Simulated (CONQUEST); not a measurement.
# TePb (Fm-3m) in CONQUEST: notebook

One crystal, TePb, is run at these levels: PBE; tasks: single point.

Program: CONQUEST 1.3. These are calculated values, not measurements. Logs are shortened: lines on timing, memory, paths and dates and some standing lists are left out, and cuts for length are marked.

## 1. The structure

The structure is cubic, space group Fm-3m (No. 225). The conventional cell has a = 6.462 Å, b = 6.462 Å, c = 6.462 Å, α = 90.00°, β = 90.00°, γ = 90.00°. Pb (site symmetry m-3m) has 6 Te at 3.23 Å as nearest neighbours. Te (site symmetry m-3m) has 6 Pb at 3.23 Å as nearest neighbours.

## 2. Single point, PBE

The input, Conquest_input:

```
IO.Title TePb
IO.Coordinates coords.dat
IO.FractionalAtomicCoords T
IO.Iprint 2
IO.Iprint_init 1
General.NumberOfSpecies 2
General.PseudopotentialType hamann
AtomMove.TypeOfRun static
AtomMove.FullStress T
Grid.GridCutoff 120
DM.SolutionMethod diagon
Diag.MPMesh T
Diag.GammaCentred T
Diag.MPMeshX 1
Diag.MPMeshY 1
Diag.MPMeshZ 1
Diag.kT 0.00183747
minE.SCTolerance 1e-6
SC.MaxIters 100
IO.AtomChargeOutput T
%block ChemicalSpeciesLabel
1 207.200 Pb
2 127.600 Te
%endblock
```

The input, coords.dat:

```
    8.6347709725     0.0000000000     0.0000000000
    0.0000000000     8.6347709725     0.0000000000
    0.0000000000     0.0000000000    12.2114102173
4
  0.0000000000   0.0000000000   0.0000000000 1 T T T
  0.5000000000   0.5000000000   0.5000000000 1 T T T
  0.0000000000   0.0000000000   0.5000000000 2 T T T
  0.5000000000   0.5000000000   0.0000000000 2 T T T
```

Potentials or basis: PseudoDojo NC PBE, SZP, grid cutoff 120 Ha.

Started as:

```sh
Conquest
```

The program printed:

```text
Simulation cell dimensions:     8.6348 a0 x     8.6348 a0 x    12.2114 a0

      Atomic coordinates (a0)
         Atom         X         Y         Z  Species
            1    0.0000    0.0000    0.0000        1
            2    4.3174    4.3174    6.1057        1
            3    0.0000    0.0000    6.1057        2
            4    4.3174    4.3174    0.0000        2

         Monkhorst-Pack mesh:   1 x   1 x   1 gamma-centred
        This calculation includes non-local pseudopotentials,
         with a maximum core radius of      7.54117217

    Job title: TePb
    Job to be run: static calculation

[... 5 lines left out ...]
      Using Fermi-Dirac smearing

    Integration grid size:     48 x   48 x   64

    Integration grid spacing:  0.180 a0 x 0.180 a0 x 0.191 a0

    Number of species:  2
    --------------------------------------------------------
    |   #  mass (au)  Charge (e)  SF Rad (a0)  NSF  Label  |
    --------------------------------------------------------
    |   1    207.200      14.000        7.823   14  Pb     |
    |   2    127.600      16.000        7.251   14  Te     |
    --------------------------------------------------------
          SCF tolerance:                 0.00000100
          SCF iterations:               100

    The functional used will be GGA PBE96

           radial cut-off to be used is taken to be max PAO cut-off radius for this species:    7.541172

           greatest ang. mom. for making density from PAOs:  2

           radial cut-off to be used is taken to be max PAO cut-off radius for this species:    6.952265

           greatest ang. mom. for making density from PAOs:  2
    Minimum blocs/proc is     2304. Maximum blocs/proc is     2304
    set_atom_dens: In set_atomic_density, electrons :      60.000000000000
 matrix_size & matrix_size_padH =           56          56

    Screened ion int: energy:    -262.540266971648 Ha

    new_SC_potl: Starting.  Tolerance:  0.10000E-05

    PulayMixSC: Starting Pulay mixing, A_up =  0.500 A_dn =  0.500
    PulayMixSC: Spin non-polarised calculation.
          Harris-Foulkes Energy            :      -350.551478017884563 Ha
          (TS=0 as O(N) or entropic contribution is negligible)
          DFT Total Energy                 :      -350.505021550474794 Ha
          Total number of electrons        :        59.999999999998352
    PulayMixSC: Pulay iteration     1 residual:              0.13341E-02
          Harris-Foulkes Energy            :      -350.532014599866329 Ha
          (TS=0 as O(N) or entropic contribution is negligible)
          DFT Total Energy                 :      -350.531703099107062 Ha
          Total number of electrons        :        60.000024418029568
    PulayMixSC: Pulay iteration     2 residual:              0.41680E-03
          Harris-Foulkes Energy            :      -350.532288359917402 Ha
          (TS=0 as O(N) or entropic contribution is negligible)
          DFT Total Energy                 :      -350.532654852275300 Ha
          Total number of electrons        :        60.000039585122785
    PulayMixSC: Pulay iteration     3 residual:              0.17772E-03
          Harris-Foulkes Energy            :      -350.532694359771313 Ha
          (TS=0 as O(N) or entropic contribution is negligible)
          DFT Total Energy                 :      -350.532699113562614 Ha
          Total number of electrons        :        60.000052579278169
    PulayMixSC: Pulay iteration     4 residual:              0.27548E-04
          Harris-Foulkes Energy            :      -350.532700997879260 Ha
          (TS=0 as O(N) or entropic contribution is negligible)
          DFT Total Energy                 :      -350.532700765441518 Ha
          Total number of electrons        :        60.000054639979297
    PulayMixSC: Pulay iteration     5 residual:              0.35295E-05
          Harris-Foulkes Energy            :      -350.532700920718185 Ha
          (TS=0 as O(N) or entropic contribution is negligible)
          DFT Total Energy                 :      -350.532700888932595 Ha
          Total number of electrons        :        60.000054778219621
    PulayMixSC: Pulay iteration     6 residual:              0.10100E-05
          Harris-Foulkes Energy            :      -350.532700907033188 Ha
          (TS=0 as O(N) or entropic contribution is negligible)
          DFT Total Energy                 :      -350.532700907027447 Ha
          Total number of electrons        :        60.000054771793593
    PulayMixSC: Pulay iteration     7 residual:              0.45598E-07
    PulayMixSC: Reached SCF tolerance of  0.45598E-07 after      7 iterations
      | Number of electrons      =        60.000055
      |* band energy as 2Tr[K.H] =       -51.823116668708643 Ha
      |  screened ion-ion energy =      -262.540266971648464 Ha
      |  Ha correction           =         0.217471464626331 Ha
      |  XC correction           =       -36.386788451043778 Ha
      |* Harris-Foulkes energy   =      -350.532700907033188 Ha
      |* DFT total energy        =      -350.532700907027447 Ha
      |  estimated accuracy      =        -0.000000000005741 Ha

    force: Forces on atoms (Ha/a0)
    force:  Atom   X              Y              Z
    force:     1  -0.0000000000  -0.0000000000   0.0000000000
    force:     2  -0.0000000000  -0.0000000000   0.0000000000
    force:     3  -0.0000000000  -0.0000000000  -0.0000000000
    force:     4  -0.0000000000  -0.0000000000   0.0000000000

    force: Maximum force :        0.00000000(Ha/a0) on atom         4 in z direction
    force: Force Residual:        0.00000000 Ha/a0
    force: Total stress:        -11.31477310     0.00000000     0.00000000 GPa
                             0.00000000   -11.31477310     0.00000000
                             0.00000000     0.00000000     6.10779133
    force: Average pressure:      5.50725163 GPa

    force: Finished force
    get_E_and_F: Change in energy during last step of electronic optimisation:  0.13685E-07

    BIBLIOGRAPHY: Please consider citing the following references in the conquest.bib file

    CONQUEST:         Bowler2002pt, Miyazaki2004, Nakata2020
    Basis:            Bowler2019
    DM:               Bowler:2006xr
    Pseudopotentials: Hamann2013, Bowler2019
    XC functional:    Perdew1996
```

Run time: 14 s. Hardware: 1 thread of AMD EPYC 9R45 (Zen 5), shared host; peak memory 0.65 GiB.

The run converged, but some of its settings lie outside the range that counts as converged, so its numbers aren't taken as properties of the crystal.

Results:

* Free energy: -9538.4807 eV
* Pressure: 5.5 GPa
* Mulliken charges: Pb +0.20; Te -0.20 e

Caveat: the k mesh is coarse (spacing up to 1.38 Å⁻¹), so the values aren't converged; the atomic basis is small; the result breaks the symmetry of the cell; Mulliken charges move with the basis; this odd mesh misses L, where the gap lies, so gap, dielectric constants and Born charges aren't listed; the basis of atomic orbitals isn't converged, which shifts pressures, moduli and gaps; the real-space grid breaks the cell's symmetry a little.

## 3. Single point, PBE

Edit Conquest_input of step 2 so:

```diff
@@ -13,4 +13,4 @@
 Diag.GammaCentred T
-Diag.MPMeshX 1
-Diag.MPMeshY 1
+Diag.MPMeshX 2
+Diag.MPMeshY 2
 Diag.MPMeshZ 1
```

coords.dat is that of step 2.

Potentials or basis: PseudoDojo NC PBE, SZP, grid cutoff 120 Ha.

Started as:

```sh
Conquest
```

It took 13 s on 1 thread of AMD EPYC 9R45 (Zen 5), shared host; peak memory 0.65 GiB.

These settings aren't checked as converged: the numbers below hold their error.

What came out:

| Property | Result |
| --- | --- |
| Free energy | -9539.1288 eV |
| Pressure | 0.4 GPa |
| Mulliken charges | Pb +0.23; Te -0.23 e |

Caveat: the k mesh is coarse (spacing up to 0.97 Å⁻¹), so the values aren't converged; the atomic basis is small; Mulliken charges move with the basis; this odd mesh misses L, where the gap lies, so gap, dielectric constants and Born charges aren't listed; the basis of atomic orbitals isn't converged, which shifts pressures, moduli and gaps; the real-space grid breaks the cell's symmetry a little.

## 4. Single point, PBE

Edit Conquest_input of step 3 so:

```diff
@@ -15,3 +15,3 @@
 Diag.MPMeshY 2
-Diag.MPMeshZ 1
+Diag.MPMeshZ 2
 Diag.kT 0.00183747
```

coords.dat is that of step 3.

Started as:

```sh
Conquest
```

It took 14 s on 1 thread of AMD EPYC 9R45 (Zen 5), shared host; peak memory 0.65 GiB.

These settings aren't checked as converged: the numbers below hold their error.

Results:

```yaml
Free_energy: -9535.3267 eV
Pressure: 6.6 GPa
Band_gap_on_the_k_mesh: 0.83 eV
Mulliken_charges: Pb +0.31; Te -0.31 e
```

Caveat: the k mesh is coarse (spacing up to 0.69 Å⁻¹), so the values aren't converged; the atomic basis is small; the result breaks the symmetry of the cell; Mulliken charges move with the basis; the box holds several primitive cells, so bands are folded and the points are those of the box's own zone; spin-orbit coupling is left out, which as a rule narrows the gap of such compounds by several tenths of an eV; the basis of atomic orbitals isn't converged, which shifts pressures, moduli and gaps; the real-space grid breaks the cell's symmetry a little.

## 5. Single point, PBE

Edit Conquest_input of step 4 so:

```diff
@@ -13,4 +13,4 @@
 Diag.GammaCentred T
-Diag.MPMeshX 2
-Diag.MPMeshY 2
+Diag.MPMeshX 3
+Diag.MPMeshY 3
 Diag.MPMeshZ 2
```

coords.dat is that of step 4.

Started as:

```sh
Conquest
```

Wall time 14 s (1 thread of AMD EPYC 9R45 (Zen 5), shared host); peak memory 0.65 GiB.

The run converged, but some of its settings lie outside the range that counts as converged, so its numbers aren't taken as properties of the crystal.

Results:

| Property | Result |
| --- | --- |
| Free energy | -9536.9526 eV |
| Pressure | 3.4 GPa |
| Mulliken charges | Pb +0.25; Te -0.25 e |

Caveat: the k mesh is coarse (spacing up to 0.49 Å⁻¹), so the values aren't converged; the atomic basis is small; Mulliken charges move with the basis; this odd mesh misses L, where the gap lies, so gap, dielectric constants and Born charges aren't listed; the basis of atomic orbitals isn't converged, which shifts pressures, moduli and gaps; the real-space grid breaks the cell's symmetry a little.

## 6. Single point, PBE

Edit Conquest_input of step 5 so:

```diff
@@ -13,5 +13,5 @@
 Diag.GammaCentred T
-Diag.MPMeshX 3
-Diag.MPMeshY 3
-Diag.MPMeshZ 2
+Diag.MPMeshX 4
+Diag.MPMeshY 4
+Diag.MPMeshZ 3
 Diag.kT 0.00183747
```

coords.dat is that of step 5.

Potentials or basis: PseudoDojo NC PBE, SZP, grid cutoff 120 Ha.

Started as:

```sh
Conquest
```

The program printed:

```text
Simulation cell dimensions:     8.6348 a0 x     8.6348 a0 x    12.2114 a0

      Atomic coordinates (a0)
         Atom         X         Y         Z  Species
            1    0.0000    0.0000    0.0000        1
            2    4.3174    4.3174    6.1057        1
            3    0.0000    0.0000    6.1057        2
            4    4.3174    4.3174    0.0000        2

         Monkhorst-Pack mesh:   4 x   4 x   3 gamma-centred
        This calculation includes non-local pseudopotentials,
         with a maximum core radius of      7.54117217

    Job title: TePb
    Job to be run: static calculation

[... 5 lines left out ...]
      Using Fermi-Dirac smearing

    Integration grid size:     48 x   48 x   64

    Integration grid spacing:  0.180 a0 x 0.180 a0 x 0.191 a0

    Number of species:  2
    --------------------------------------------------------
[... 52 lines left out ...]
          Harris-Foulkes Energy            :      -350.488844605378574 Ha
          (TS=0 as O(N) or entropic contribution is negligible)
          DFT Total Energy                 :      -350.488844592998589 Ha
          Total number of electrons        :        60.000087882326966
    PulayMixSC: Pulay iteration     6 residual:              0.76833E-06
    PulayMixSC: Reached SCF tolerance of  0.76833E-06 after      6 iterations
      | Number of electrons      =        60.000088
      |* band energy as 2Tr[K.H] =       -52.555450681936811 Ha
      |  screened ion-ion energy =      -262.540266971648464 Ha
      |  Ha correction           =         1.027603882219322 Ha
      |  XC correction           =       -36.420711476590789 Ha
      |* Harris-Foulkes energy   =      -350.488844605378574 Ha
      |* DFT total energy        =      -350.488844592998589 Ha
      |  estimated accuracy      =        -0.000000012379985 Ha

    force: Forces on atoms (Ha/a0)
    force:  Atom   X              Y              Z
    force:     1  -0.0000000000  -0.0000000000  -0.0000000000
    force:     2  -0.0000000000  -0.0000000000  -0.0000000000
    force:     3  -0.0000000000  -0.0000000000  -0.0000000000
    force:     4  -0.0000000000  -0.0000000000  -0.0000000000

    force: Maximum force :        0.00000000(Ha/a0) on atom         2 in z direction
    force: Force Residual:        0.00000000 Ha/a0
    force: Total stress:         -3.51098974     0.00000000     0.00000000 GPa
                             0.00000000    -3.51098974    -0.00000000
                             0.00000000    -0.00000000    -1.77232119
    force: Average pressure:      2.93143356 GPa

    force: Finished force
    get_E_and_F: Change in energy during last step of electronic optimisation:  0.79871E-08

    BIBLIOGRAPHY: Please consider citing the following references in the conquest.bib file

    CONQUEST:         Bowler2002pt, Miyazaki2004, Nakata2020
    Basis:            Bowler2019
    DM:               Bowler:2006xr
    Pseudopotentials: Hamann2013, Bowler2019
    XC functional:    Perdew1996
```

It took 15 s on 1 thread of AMD EPYC 9R45 (Zen 5), shared host; peak memory 0.65 GiB.

The run converged, but a check on its numbers failed (symmetry, net force, bounds or a known fault of this set-up), so they aren't taken as properties of the crystal.

Caveat: the atomic basis is small; Mulliken charges move with the basis; this odd mesh misses L, where the gap lies, so gap, dielectric constants and Born charges aren't listed; the box holds several primitive cells, so bands are folded and the points are those of the box's own zone; the basis of atomic orbitals isn't converged, which shifts pressures, moduli and gaps; the real-space grid breaks the cell's symmetry a little.
